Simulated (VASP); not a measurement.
# PtSe2 (P-3m1) in VASP: band structure with PBE+D3(BJ)

Aim: the band structure of PtSe2 with PBE+D3(BJ).

Program: VASP 6.6.1. These are calculated values, not measurements. Logs are shortened: lines on timing, memory, paths and dates and some standing lists are left out, and cuts for length are marked.

## (1) The structure

Symmetry: P-3m1, No. 164, trigonal system. The conventional cell has a = 3.758 Å, b = 3.758 Å, c = 4.983 Å, α = 90.00°, β = 90.00°, γ = 120.00°. Pt (site symmetry -3m) is surrounded by 6 Se at 2.52 Å. Around Se (site symmetry 3m) lie 3 Pt at 2.52 Å.

## (2) Band structure, PBE+D3(BJ)

Input file INCAR:

```
SYSTEM = PtSe2
ALGO = Normal ; EDIFF = 1E-7
ENCUT = 520 ; GGA = PE
ISIF = 2 ; ISMEAR = 0
IVDW = 12 ; LASPH = .True.
LCHARG = .False. ; LMAXMIX = 4
LREAL = .False. ; LWAVE = .False.
NBANDS = 18 ; NELM = 60
PREC = Accurate ; SIGMA = 0.02
```

Input file KPOINTS:

```
k-points
0
Gamma
  3 3 2
  0 0 0
```

Input file POSCAR:

```
PtSe2                                   
1.0
    3.7583330232      0.0000000000      0.0000000000
   -1.8791665115      3.2548118701     -0.0000000000
    0.0000000000      0.0000000000      4.9833825244
  Pt              Se            
     1     2
Direct
     0.0000000000000000    1.0000000000000000    1.0000000000000000
     0.3333333300000021    0.6666666699999979    0.2570959963399149
     0.6666666699999979    0.3333333300000021    0.7429040036600851
```

Input file KPOINTS_OPT:

```
path GMKGALHA,LM,KH
10
line-mode
reciprocal
 0.0000000000  0.0000000000  0.0000000000  G
 0.5000000000  0.0000000000  0.0000000000  M

 0.5000000000  0.0000000000  0.0000000000  M
 0.3333333333  0.3333333333  0.0000000000  K

 0.3333333333  0.3333333333  0.0000000000  K
 0.0000000000  0.0000000000  0.0000000000  G

 0.0000000000  0.0000000000  0.0000000000  G
 0.0000000000  0.0000000000  0.5000000000  A

 0.0000000000  0.0000000000  0.5000000000  A
 0.5000000000  0.0000000000  0.5000000000  L

 0.5000000000  0.0000000000  0.5000000000  L
 0.3333333333  0.3333333333  0.5000000000  H

 0.3333333333  0.3333333333  0.5000000000  H
 0.0000000000  0.0000000000  0.5000000000  A

 0.5000000000  0.0000000000  0.5000000000  L
 0.5000000000  0.0000000000  0.0000000000  M

 0.3333333333  0.3333333333  0.0000000000  K
 0.3333333333  0.3333333333  0.5000000000  H
```

Potentials or basis: VASP PAW PBE potentials, release 64 (Pt, Se).

Run with:

```
$ cat potpaw_PBE.64/Pt/POTCAR potpaw_PBE.64/Se/POTCAR > POTCAR
$ mpirun -np 1 vasp_std > vasp.out
```

OUTCAR:

```text
SYSTEM = PtSe2
   EDIFF = 1E-7
   ENCUT = 520
   GGA = PE
   ISIF = 2
   ISMEAR = 0
   IVDW = 12
   LASPH = .True.
   LREAL = .False.
   NELM = 60
   PREC = Accurate
 IVDW          = 12

 ion  position               nearest neighbor table
   1  0.000  0.000  0.000-   2 2.52   3 2.52   2 2.52   3 2.52   3 2.52   2 2.52
   2  0.333  0.667  0.257-   1 2.52   1 2.52   1 2.52
   3  0.667  0.333  0.743-   1 2.52   1 2.52   1 2.52

  LATTYP: Found a hexagonal cell.
 ALAT       =     3.7583330232
 C/A-ratio  =     1.3259555483

  Lattice vectors:

 A1 = (   3.7583330232,   0.0000000000,   0.0000000000)
 A2 = (  -1.8791665115,   3.2548118701,   0.0000000000)
 A3 = (   0.0000000000,   0.0000000000,   4.9833825244)

Analysis of symmetry for initial positions (statically):
=====================================================================
 Subroutine PRICEL returns:
 Original cell was already a primitive cell.

 Routine SETGRP: Setting up the symmetry group for a
 hexagonal supercell.

 Subroutine GETGRP returns: Found 12 space group operations
 (whereof 12 operations were pure point group operations)
 out of a pool of 24 trial point group operations.

The static configuration has the point symmetry D_3d.

Analysis of symmetry for dynamics (positions and initial velocities):
=====================================================================
 Subroutine PRICEL returns:
 Original cell was already a primitive cell.

 Routine SETGRP: Setting up the symmetry group for a
 hexagonal supercell.

 Subroutine GETGRP returns: Found 12 space group operations
 (whereof 12 operations were pure point group operations)
 out of a pool of 24 trial point group operations.

The dynamic configuration has the point symmetry D_3d.

 Subroutine INISYM returns: Found 12 space group operations
 (whereof 12 operations are pure point group operations),
 and found     1 'primitive' translations

----------------------------------------------------------------------------------------

                                     Primitive cell

  volume of cell :      60.9601

  direct lattice vectors                    reciprocal lattice vectors
     3.758333023  0.000000000  0.000000000     0.266075410  0.153618710  0.000000000
    -1.879166512  3.254811870  0.000000000     0.000000000  0.307237420  0.000000000
     0.000000000  0.000000000  4.983382524     0.000000000  0.000000000  0.200666916

  length of vectors
     3.758333023  3.758333020  4.983382524     0.307237419  0.307237420  0.200666916

  position of ions in fractional coordinates (direct lattice)
     0.000000000  0.000000000  0.000000000
     0.333333330  0.666666670  0.257095996
     0.666666670  0.333333330  0.742904004

  ion indices of the primitive-cell ions
   primitive index   ion index
                 1           1
                 2           2
                 3           3

----------------------------------------------------------------------------------------

 KPOINTS: k-points

Automatic generation of k-mesh.
 Grid dimensions read from file:
 generate k-points for:    3    3    2

 Generating k-lattice:

  Cartesian coordinates                     Fractional coordinates (reciprocal lattice)
     0.088691803  0.051206237  0.000000000     0.333333333  0.000000000  0.000000000
     0.000000000  0.102412473  0.000000000     0.000000000  0.333333333  0.000000000
     0.000000000  0.000000000  0.100333458     0.000000000  0.000000000  0.500000000

  Length of vectors
     0.102412473  0.102412473  0.100333458

  Shift w.r.t. Gamma in fractional coordinates (k-lattice)
     0.000000000  0.000000000  0.000000000

 Subroutine IBZKPT returns following result:
 ===========================================

 Found      6 irreducible k-points:

 Following reciprocal coordinates:
            Coordinates               Weight
  0.000000  0.000000  0.000000      1.000000
  0.333333 -0.000000  0.000000      6.000000
  0.333333  0.333333  0.000000      2.000000
  0.000000  0.000000  0.500000      1.000000
  0.333333 -0.000000  0.500000      6.000000
  0.333333  0.333333  0.500000      2.000000
   k-points           NKPTS =      6   k-points in BZ     NKDIM =      6   number of bands    NBANDS=     18
   number of dos      NEDOS =    301   number of ions     NIONS =      3
   total plane-waves  NPLWV =  31360
   dimension x,y,z NGX =    28 NGY =   28 NGZ =   40
   dimension x,y,z NGXF=    56 NGYF=   56 NGZF=   80
   ions per type =               1   2
   NGX,Y,Z   is equivalent  to a cutoff of  12.39, 12.39, 13.34 a.u.
   NGXF,Y,Z  is equivalent  to a cutoff of  24.77, 24.77, 26.69 a.u.
 SYSTEM =  PtSe2
   PREC   = accura    normal or accurate (medium, high low for compatibility)
   ISTART =      0    job   : 0-new  1-cont  2-samecut
   ICHARG =      2    charge: 1-file 2-atom 10-const
   ISPIN  =      1    spin polarized calculation?
   LNONCOLLINEAR =      F non collinear calculations
   LSORBIT =      F    spin-orbit coupling
   LASPH  =      T    aspherical Exc in radial PAW
   ENCUT  =  520.0 eV  38.22 Ry    6.18 a.u.   6.99  6.99  9.27*2*pi/ulx,y,z
   NELM   =     60;   NELMIN=  2; NELMDL= -5     # of ELM steps
   EDIFF  = 0.1E-06   stopping-criterion for ELM
   LREAL  =      F    real-space projection
   EDIFFG = 0.1E-05   stopping-criterion for IOM
   NSW    =      0    number of steps for IOM
   IBRION =     -1    ionic relax: 0-MD 1-quasi-New 2-CG
   NFREE  =      0    steps in history (QN), initial steepest desc. (CG)
   ISIF   =      2    stress and relaxation
   ISYM   =      2    0-nonsym 1-usesym 2-fastsym
   POTIM  = 0.5000    time-step for ionic-motion
   TEBEG  =    0.0;   TEEND  =   0.0 temperature during run
   PSTRESS=    0.0 pullay stress
   NELECT =      22.0000    total number of electrons
   NUPDOWN=      -1.0000    fix difference up-down
   EMIN   =  10.00;   EMAX   =-10.00  energy-range for DOS
   EFERMI =   0.00;   METHOD = LEGACY
   ISMEAR =     0;   SIGMA  =   0.02  broadening in eV -4-tet -1-fermi 0-gaus
   EFERMI_NEDOS =   21; number of points for ismear=-14 and -15
   IALGO  =     38    algorithm
   IMIX   =      4    mixing-type and parameters
     AMIX     =   0.40;   BMIX     =  1.00
     AMIX_MAG =   1.60;   BMIX_MAG =  1.00
  volume/ion in A,a.u.               =      20.32       137.13
  Fermi-wavevector in a.u.,A,eV,Ry     =   1.165558  2.202585 18.483865  1.358526
  Thomas-Fermi vector in A             =   2.302082
   LORBIT       =      0    0 simple, 1 ext, 2 COOP (PROOUT), +10 PAW based schemes
   GGA     = PE    functional components
   LHFCALC =     F    Hartree Fock is set to
   AEXX    =    0.0000 exact exchange contribution
   IVDW    =    12    specifies the selected vdW correction
   LEPSILON=     F    determine dielectric tensor
   LRPA    =     F    only Hartree local field effects (RPA)
 non-spin polarized calculation
 Gauss-broadening in eV      SIGMA  =   0.02
  energy-cutoff  :      520.00
  volume of cell :       60.96
 maximum number of plane-waves:      1650
 NGX is ok and might be reduce to    28
   NGX = 13   NGY = 13   NGZ = 19

 number of electron      21.9999999 magnetization

 Free energy of the ion-electron system (eV)
  ---------------------------------------------------
  ext. energy  EPLUGINS =         0.00000000
  ---------------------------------------------------
  free energy    TOTEN  =       -14.29301193 eV

  energy without entropy =      -14.29101458  energy(sigma->0) =      -14.29201326

 E-fermi :   6.4146     XC(G=0): -10.6548

 val. band max:        5.4216570906   @ k =   0.0000   0.0000   0.0000
 cond. band min:       6.4241702759   @ k =   0.3333   0.3333   0.0000
 fundamental gap:      1.0025131853
 Fermi energy:         6.4146316162

 k-point     1 :       0.0000    0.0000    0.0000
  band No.  band energies     occupation
      1      -9.1222      2.00000
      2      -6.2866      2.00000
      3      -0.6356      2.00000
      4       0.2011      2.00000
      5       0.2011      2.00000
      6       2.6051      2.00000
[... 10 lines left out ...]
     17      13.7350      0.00000
     18      18.2413      0.00000

 k-point     2 :       0.3333   -0.0000    0.0000
  band No.  band energies     occupation
      1      -8.0823      2.00000
      2      -6.7547      2.00000
      3       0.0991      2.00000
      4       0.7454      2.00000
      5       0.7960      2.00000
      6       1.3470      2.00000
[... 10 lines left out ...]
     17      14.2317      0.00000
     18      15.2215      0.00000

 k-point     3 :       0.3333    0.3333    0.0000
  band No.  band energies     occupation
      1      -7.1571      2.00000
      2      -7.1571      2.00000
      3      -0.3624      2.00000
      4       0.5149      2.00000
      5       0.5149      2.00000
      6       1.8373      2.00000
[... 10 lines left out ...]
     17      15.0881      0.00000
     18      16.8616      0.00000

 k-point     4 :       0.0000    0.0000    0.5000
  band No.  band energies     occupation
      1      -8.4045      2.00000
      2      -7.5753      2.00000
      3       0.2720      2.00000
      4       0.2720      2.00000
      5       1.2587      2.00000
      6       2.5669      2.00000
[... 10 lines left out ...]
     17      13.1350      0.00000
     18      15.6181      0.00000

 k-point     5 :       0.3333   -0.0000    0.5000
  band No.  band energies     occupation
      1      -7.5825      2.00000
      2      -7.2964      2.00000
      3      -0.3925      2.00000
      4       0.2331      2.00000
      5       0.6102      2.00000
      6       2.1375      2.00000
[... 10 lines left out ...]
     17      16.0634      0.00000
     18      16.2897      0.00000

 k-point     6 :       0.3333    0.3333    0.5000
  band No.  band energies     occupation
      1      -7.1232      2.00000
      2      -7.1232      2.00000
      3       0.1163      2.00000
      4       0.1163      2.00000
      5       0.3807      2.00000
      6       2.0820      2.00000
[... 10 lines left out ...]
     17      14.0932      0.00000
     18      16.4467      0.00000

------------------------ aborting loop because EDIFF is reached ----------------------------------------

 Edisp (eV)   -1.42941

 E8    (eV) :    -0.6138

  FORCE on cell =-STRESS in cart. coord.  units (eV):
  Direction    XX          YY          ZZ          XY          YZ          ZX
  --------------------------------------------------------------------------------------
  -------------------------------------------------------------------------------------
  Total      -0.00357    -0.00357     0.00044    -0.00000     0.00000     0.00000
  in kB      -0.09392    -0.09392     0.01148    -0.00000     0.00000     0.00000
  external pressure =       -0.06 kB  Pullay stress =        0.00 kB

 VOLUME and BASIS-vectors are now :
 -----------------------------------------------------------------------------
  energy-cutoff  :      520.00
  volume of cell :       60.96
      direct lattice vectors                 reciprocal lattice vectors
     3.758333023  0.000000000  0.000000000     0.266075410  0.153618710  0.000000000
    -1.879166512  3.254811870  0.000000000     0.000000000  0.307237420  0.000000000
     0.000000000  0.000000000  4.983382524     0.000000000  0.000000000  0.200666916

 POSITION                                       TOTAL-FORCE (eV/Angst)
 -----------------------------------------------------------------------------------
      0.00000      0.00000      0.00000         0.000000      0.000000      0.000000
     -0.00000      2.16987      1.28121        -0.000000      0.000000     -0.000359
      1.87917      1.08494      3.70217         0.000000     -0.000000      0.000359
 -----------------------------------------------------------------------------------
    total drift:                               -0.000000     -0.000000      0.000000

  FREE ENERGIE OF THE ION-ELECTRON SYSTEM (eV)
  ---------------------------------------------------
  free  energy   TOTEN  =       -15.7224254002 eV

  energy  without entropy=      -15.7204280494  energy(sigma->0) =      -15.72142672
```

Run time: 42 s. Hardware: 1 thread of AMD EPYC 7R13 (Zen 3), shared host; peak memory 0.16 GiB.

What came out:

| Item | Value |
| --- | --- |
| Free energy | -15.7224 eV |
| Pressure | 0.0 GPa |
| Band gap along the path | none (metal or under the smearing width) |
| Dispersion energy per atom | -0.476 eV |

Levels at the corners of the path, in eV from the Fermi level:
```
point  band 9  band 10  band 11  band 12  band 13  band 14
    Γ   -0.99    -0.99     0.58     1.30     1.30     3.55
    M   -3.32    -3.26    -2.89     0.60     2.39     4.88
    M   -3.32    -3.26    -2.89     0.60     2.39     4.88
    K   -2.44    -1.72    -1.72     0.01     0.01     3.96
    K   -2.44    -1.72    -1.72     0.01     0.01     3.96
    Γ   -0.99    -0.99     0.58     1.30     1.30     3.55
    Γ   -0.99    -0.99     0.58     1.30     1.30     3.55
    A   -1.70    -1.53    -1.53     2.29     2.29     4.91
    A   -1.70    -1.53    -1.53     2.29     2.29     4.91
    L   -3.08    -2.65    -1.23     0.84     1.48     4.67
    L   -3.08    -2.65    -1.23     0.84     1.48     4.67
    H   -3.48    -2.44    -2.44     2.13     2.13     6.49
    H   -3.48    -2.44    -2.44     2.13     2.13     6.49
    A   -1.70    -1.53    -1.53     2.29     2.29     4.91
    L   -3.08    -2.65    -1.23     0.84     1.48     4.67
    M   -3.32    -3.26    -2.89     0.60     2.39     4.88
    K   -2.44    -1.72    -1.72     0.01     0.01     3.96
    H   -3.48    -2.44    -2.44     2.13     2.13     6.49
```

Caveat: the k mesh is coarse (spacing up to 0.64 Å⁻¹), so the values aren't converged; spin-orbit coupling is left out, which moves the levels of the heavy elements; pairwise dispersion overbinds metals, which lowers pressure and volume.
